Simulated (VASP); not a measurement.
A run of VASP 6.6.1 is set up as follows.

Contents of INCAR:

```
PREC = Accurate
ENCUT = 520
EDIFF = 1E-7
ISMEAR = 0
SIGMA = 0.1
LREAL = False
LASPH = True
NELM = 100
ALGO = Normal
ISIF = 2
LWAVE = False
LCHARG = True
GGA = PS
LELF = True
LVHAR = True
NBANDS = 28
```

The input KPOINTS:

```
regular mesh
0
Gamma
  4 4 4
```

The input POSCAR:

```
PbS
1.0
    4.4831194131      0.0000000000      0.0000000000
    0.0000000000      4.4831194131      0.0000000000
    0.0000000000      0.0000000000      5.6648112149
Pb S
2 2
Direct
    0.0000000000      0.5000000000      0.2351000000
    0.5000000000      0.0000000000      0.7649000000
    0.0000000000      0.0000000000      0.0000000000
    0.5000000000      0.5000000000      0.0000000000
```

Potentials or basis: VASP PAW PBE potentials, release 64 (Pb_d, S).

Launch:

```sh
$ cat potpaw_PBE.64/Pb_d/POTCAR potpaw_PBE.64/S/POTCAR > POTCAR
$ mpirun -np 1 vasp_std > vasp.out
```

(1) Predict the largest force.

(2) Predict the band gap on the k mesh.

(3) Predict the pressure.

## Answers

(1) 1.832 eV/Å.

(2) none (metal or under the smearing width).

(3) 10.9 GPa.

Caveat: the PAW data sets were made with another functional, which shifts forces and pressure a little; this functional lacks dispersion, which binds the layers, so the pressure and a relaxed spacing across them are unreliable.
